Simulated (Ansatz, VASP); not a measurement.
**One calculation of Fe, two programs**

```
Fe
1.0
    -1.44300    1.44300    1.44300
     1.44300   -1.44300    1.44300
     1.44300    1.44300   -1.44300
Fe
1
Direct
  0.00000 0.00000 0.00000
```

Alike in both runs: task single point; functional PBE; k mesh 8 × 8 × 8; occupations gaussian, width 0.1 eV; collinear spin.

|  | VASP | Ansatz |
| --- | --- | --- |
| version | VASP 6.6.1 | Ansatz 0.2.0 |
| potentials or method | VASP PAW PBE potentials, release 64 (Fe) | scalar-relativistic, plane waves, PAW |
| plane-wave cutoff (eV) | 520 | 420 |
| valence electrons in the cell | 8 | 16 |

|  | VASP | Ansatz | Ansatz less VASP |
| --- | --- | --- | --- |
| gap on the k mesh at the Fermi level (eV) | none | none | - |
| pressure (GPa) | -7.9 | -7.4 | +0.53 |
| net moment per atom (μB) | 2.36 | 2.36 | -0.002 |
| size of the moment on the site where the two differ most (μB) | 2.37 | 2.42 | +0.048 |

Site moments also hang on the region over which each program counts them. A gap of «none» marks a metal or a gap that the smearing closes. The two sets of potentials don't hold the same shells in valence.

Caveats: the k mesh is coarse (spacing up to 0.38 Å⁻¹), so the values aren't converged.
